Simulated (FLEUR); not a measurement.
# ZnS (Wurtzite-2H) (P6_3mc) in FLEUR: single point with PBEsol

Aim: the single point of ZnS (Wurtzite-2H) with PBEsol.

Program: FLEUR MaX-R8.1 (later development tree). These are calculated values, not measurements. Logs are shortened: lines on timing, memory, paths and dates and some standing lists are left out, and cuts for length are marked.

**What was measured.**

A printed reference work, monograph reports, for a bulk crystal of ZnS at 4 K: band gap 3.911 eV (direct).

The results are compared with them further down.

**1. Starting point**

Symmetry: P6_3mc, No. 186, hexagonal system. Conventional cell: a = 3.811 Å, b = 3.811 Å, c = 6.234 Å, α = 90.00°, β = 90.00°, γ = 120.00°. Zn (site symmetry 3m) is surrounded by 4 S at 2.31 to 2.40 Å. Around S (site symmetry 3m) lie 4 Zn at 2.31 to 2.40 Å.

**2. Single point, PBEsol**

File inp.xml:

```xml
<?xml version="1.0" encoding="UTF-8" standalone="no"?>
<fleurInput fleurInputVersion="0.39">
   <comment>
      ZnS                                                                                                 
   </comment>
   <calculationSetup>
      <cutoffs Kmax="5.33" Gmax="16.5" GmaxXC="16.5" numbands="0"/>
      <scfLoop itmax="60" minDistance="0.00001" maxIterBroyd="15" imix="Anderson" alpha="0.05" precondParam="0.0" spinf="2.0" sdNocoIR="T"/>
      <coreElectrons ctail="T" frcor="F" kcrel="0" coretail_lmax="0"/>
      <xcFunctional name="PBEs" relativisticCorrections="F"/>
      <magnetism jspins="1"/>
      <soc l_soc="F" theta="0.0" phi="0.0" spav="F"/>
      <expertModes spex="0" secvar="F"/>
      <geometryOptimization l_f="F" forcealpha="1.0" forcemix="BFGS" epsdisp="0.00001" epsforce="0.00001"/>
      <ldaU l_linMix="F" mixParam="0.05" spinf="1.0"/>
   </calculationSetup>
   <cell>
      <bzIntegration valenceElectrons="52.0" mode="hist" fermiSmearingEnergy="0.00183747">
         <kPointListSelection listName="default-1"/>
         <!-- k-points included here -->
         <xi:include xmlns:xi="http://www.w3.org/2001/XInclude" href="kpts.xml"> </xi:include>
      </bzIntegration>
      <!-- symmetry operations included here -->
      <xi:include xmlns:xi="http://www.w3.org/2001/XInclude" href="sym.xml"> </xi:include>
      <bulkLattice scale="1.0">
         <bravaisMatrix>
            <row-1>    7.2017462608505998     0.0000000000000000     0.0000000000000000</row-1>
            <row-2>   -3.6008731304252999     6.2368952134637015     0.0000000000000000</row-2>
            <row-3>    0.0000000000000000     0.0000000000000000    11.7805526607563991</row-3>
         </bravaisMatrix>
      </bulkLattice>
   </cell>
   <atomSpecies>
      <species name="Zinc (Zn)" element="Zn" atomicNumber="30">
         <mtSphere radius="2.09" gridPoints="711" logIncrement="0.017"/>
         <atomicCutoffs lmax="9" lnonsphr="9"/>
         <electronConfig flipSpins="F">
            <coreConfig>(1s1/2) (2s1/2) (2p1/2) (2p3/2)</coreConfig>
            <valenceConfig>(3s1/2) (3p1/2) (3p3/2) (4s1/2) (3d3/2) (3d5/2)</valenceConfig>
         </electronConfig>
         <energyParameters s="4" p="4" d="3" f="4"/>
         <lo type="SCLO" l="0" n="3" eDeriv="0"/>
         <lo type="SCLO" l="1" n="3" eDeriv="0"/>
         <lo type="SCLO" l="1" n="3" eDeriv="1"/>
         <lo type="HELO" l="2" n="4" eDeriv="0"/>
         <lo type="HELO" l="2" n="4" eDeriv="1"/>
         <lo type="SCLO" l="3" n="4" eDeriv="2"/>
      </species>
      <species name="Sulfur (S)" element="S" atomicNumber="16">
         <mtSphere radius="1.84" gridPoints="629" logIncrement="0.018"/>
         <atomicCutoffs lmax="8" lnonsphr="8"/>
         <electronConfig flipSpins="F">
            <coreConfig>(1s1/2) (2s1/2) (2p1/2) (2p3/2)</coreConfig>
            <valenceConfig>(3s1/2) (3p1/2) (3p3/2)</valenceConfig>
            <stateOccupation state="(3p1/2)" spinUp="0.666667" spinDown="0.666667"/>
            <stateOccupation state="(3p3/2)" spinUp="1.333333" spinDown="1.333333"/>
         </electronConfig>
         <energyParameters s="3" p="3" d="3" f="4"/>
         <lo type="SCLO" l="0" n="3" eDeriv="2"/>
         <lo type="SCLO" l="1" n="3" eDeriv="2"/>
         <lo type="SCLO" l="2" n="3" eDeriv="2"/>
         <lo type="SCLO" l="3" n="4" eDeriv="2"/>
      </species>
   </atomSpecies>
   <atomGroups>
      <atomGroup species="Zinc (Zn)">
         <relPos label="                   1">-1.000/3.000 1.000/3.000 1.000/2.000</relPos>
         <relPos label="                   2">1.000/3.000 -1.000/3.000 .0000000000</relPos>
         <force calculate="T" relaxXYZ="TTT"/>
      </atomGroup>
      <atomGroup species="Sulfur (S)">
         <relPos label="                   3">-1.000/3.000 1.000/3.000 -.1150000000</relPos>
         <relPos label="                   4">1.000/3.000 -1.000/3.000 .3850000000</relPos>
         <force calculate="T" relaxXYZ="TTT"/>
      </atomGroup>
   </atomGroups>
   <output dos="F" band="F" slice="F">
      <checks vchk="F" cdinf="F"/>
      <bandDOS minEnergy="-.5*Htr" maxEnergy="0.5*Htr" sigma="0.015" storeEVData="T"/>
      <vacuumDOS vacdos="F" integ="F" star="F" nstars="0" locx1="0.0" locy1="0.0" locx2="0.0" locy2="0.0" nstm="0" tworkf="0.0"/>
      <unfoldingBand unfoldBand="F" supercellX="1" supercellY="1" supercellZ="1"/>
      <plotting iplot="0" polar="F">
         <plot TwoD="T" vec1="  1.0  0.0  0.0" vec2="  0.0  1.0  0.0" vec3="  0.0  0.0  1.0" zero="  0.0  0.0  0.0" file="plot"/>
      </plotting>
      <chargeDensitySlicing numkpt="0" minEigenval="0.0" maxEigenval="0.0" nnne="0" pallst="F"/>
      <specialOutput eonly="F"/>
      <moessbauerParams electricFieldGradient="T" isomerShift="T" coreHyperfine="T" valenceHyperfine="T"/>
      <magneticCircularDichroism mcd="F" energyLo="-10.0" energyUp="0.0"/>
   </output>
  <!-- We include the file relax.xml here to enable relaxations (see documentation) -->
  <xi:include xmlns:xi="http://www.w3.org/2001/XInclude" href="relax.xml"> <xi:fallback/> </xi:include>
</fleurInput>
```

File crystal.txt:

```
ZnS
&input cartesian=F /
3.8110000000  0.0000000000  0.0000000000
-1.9055000000  3.3004228138  0.0000000000
0.0000000000  0.0000000000  6.2340000000
1.8897261246
1.0 1.0 1.0

4
30 0.6666666666  0.3333333332  0.5000000000
30 0.3333333332  0.6666666666  0.0000000000
16 0.6666666666  0.3333333332  0.8850000000
16 0.3333333332  0.6666666666  0.3850000000

&kpt div1=8 div2=8 div3=5 gamma=T /
```

Potentials or basis: all-electron, FLAPW.

On the command line:

```sh
inpgen -f crystal.txt -profile fastHighL
# inp.xml edited to the form shown
mpirun -n 4 fleur_MPI -pe_per_kpt 1
```

Output:

```text
Welcome to FLEUR        (www.flapw.de)
      MaX-Release 8.1          (www.max-centre.eu)

 ========== k-point set info ==========
 Selected k-point list: default-1
 k-point list type: mesh
 8 x 8 x 5
 Number of k points: 30

 ------------Calculation Setup---------------------------
 Number of MPI-tasks      :            4
 Number of PE/node        :            4
 Number of OMP-threads    :            1
 Using exactly            1  PE per kpt
 k-points in parallel     :            4
 pe's per k-point         :            1
 No of k-point loops      :            7
 Info/Warning             : your k-point parallelism is not fully load-balanced
 Using exactly            1  PE per kpt
 Using exactly            1  PE per kpt
 Using exactly            1  PE per kpt
 Eigenvalue solver        :       lapack
 Number of basis functions:         1533
 Approximate size of matrices (H+S) per k-point:         0.070 GB
 --------------------------------------------------------
 Iteration:     1   Distance:       9.00118741 me/bohr^3
 Iteration:     2   Distance:       7.79701783 me/bohr^3
 Iteration:     3   Distance:       4.67100639 me/bohr^3
 Iteration:     4   Distance:       2.49282144 me/bohr^3
 Iteration:     5   Distance:       2.22557370 me/bohr^3
 Iteration:     6   Distance:       0.41234260 me/bohr^3
 Iteration:     7   Distance:       0.38162416 me/bohr^3
 Iteration:     8   Distance:       0.03150502 me/bohr^3
 Iteration:     9   Distance:       0.02701200 me/bohr^3
 Iteration:    10   Distance:       0.00371468 me/bohr^3
 Iteration:    11   Distance:       0.00090673 me/bohr^3
 Iteration:    12   Distance:       0.00077355 me/bohr^3
 Iteration:    13   Distance:       0.00010988 me/bohr^3
 Iteration:    14   Distance:       0.00003100 me/bohr^3
 Iteration:    15   Distance:       0.00002037 me/bohr^3
 Iteration:    16   Distance:       0.00001897 me/bohr^3
 Iteration:    17   Distance:       0.00001046 me/bohr^3
 Iteration:    18   Distance:       0.00000209 me/bohr^3

 ********************************************************************
 Run finished successfully
 Stop message:
   all done
 ********************************************************************
```

Run time: 4.3 min. Hardware: 4 MPI ranks of Intel Xeon Platinum 8488C (Sapphire Rapids), shared host.

Results:

```yaml
Free_energy: -119367.7587 eV
Band_gap_on_the_k_mesh: 2.11 eV, direct
Valence_electrons_inside_the_program's_atomic_spheres: Zn 18.32; S 3.36 (radii Zn 2.09, S 1.84 bohr)
```

Core levels (eV from the Fermi level):
| atom | levels |
| --- | --- |
| 1 Zn | 1s1/2 -9510.5, 2s1/2 -1152.6, 2p1/2 -1014.8, 2p3/2 -991.0 |
| 2 Zn | 1s1/2 -9510.5, 2s1/2 -1152.6, 2p1/2 -1014.8, 2p3/2 -991.0 |
| 3 S | 1s1/2 -2394.4, 2s1/2 -204.3, 2p1/2 -150.2, 2p3/2 -148.9 |
| 4 S | 1s1/2 -2394.4, 2s1/2 -204.3, 2p1/2 -150.2, 2p3/2 -148.9 |

**3. Against experiment**

Step 2. Measured gap of ZnS: 3.911 eV (direct; 4 K; a printed reference work, monograph). This calculation gives 2.11 eV (-1.80 eV). The value is that of PBEsol, without temperature or zero-point motion. Semilocal functionals fall short of measured gaps as a rule.
